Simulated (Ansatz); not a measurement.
**NaH (Fm-3m): zone-centre phonons and dielectric response**

Perturbation theory with PBEsol in the PAW code Ansatz on the PBEsol cell, ground state and force constants on an 8×8×8 mesh. No spin polarisation and no zero-point or thermal motion.

Space group Fm-3m (No. 225), cubic; conventional cell a = 4.792 Å, 13.75 Å³ an atom. Na is surrounded by 6 H at 2.40 Å; H is surrounded by 6 Na at 2.40 Å.

```cif
data_structure
_symmetry_space_group_name_H-M 'Fm-3m'
_symmetry_Int_Tables_number 225
_cell_length_a 4.7919
_cell_length_b 4.7919
_cell_length_c 4.7919
_cell_angle_alpha 90.000
_cell_angle_beta 90.000
_cell_angle_gamma 90.000
_cell_volume 110.03
loop_
_atom_site_label
_atom_site_type_symbol
_atom_site_symmetry_multiplicity
_atom_site_Wyckoff_symbol
_atom_site_fract_x
_atom_site_fract_y
_atom_site_fract_z
_atom_site_occupancy
Na1 Na 4 a 0.00000 0.00000 0.00000 1
H1 H 4 b 0.50000 0.00000 0.00000 1
```

Optical modes without the longitudinal term:
```
ω (cm⁻¹)  degeneracy  IR intensity, summed over the level ((D/Å)²/amu)
     519           3                                             65.99
```

The optical mode at Γ lies at 519 cm⁻¹ without the longitudinal term. With the long-range field the highest mode reaches 891 cm⁻¹.

The electronic dielectric tensor ε∞ is 3.25 in all directions. With the ions relaxed, ε⁰ is 9.6 in all directions. Born charges, averaged over directions: Na +0.96, H -0.96 e.

With one polar mode in a cubic crystal the Lyddane-Sachs-Teller relation applies: (ω_LO/ω_TO)² = (891.1/519.1)² = 2.947, and ε⁰/ε∞ = 9.580/3.251 = 2.947. The refractive index √ε∞ is 1.80.

For comparison, on the r2SCAN cell the mean ε∞ is 2.88 with r2SCAN (ground state on 8×8×8; least gap 4.40 eV), 3.12 with PBE (ground state on 8×8×8; least gap 3.80 eV).
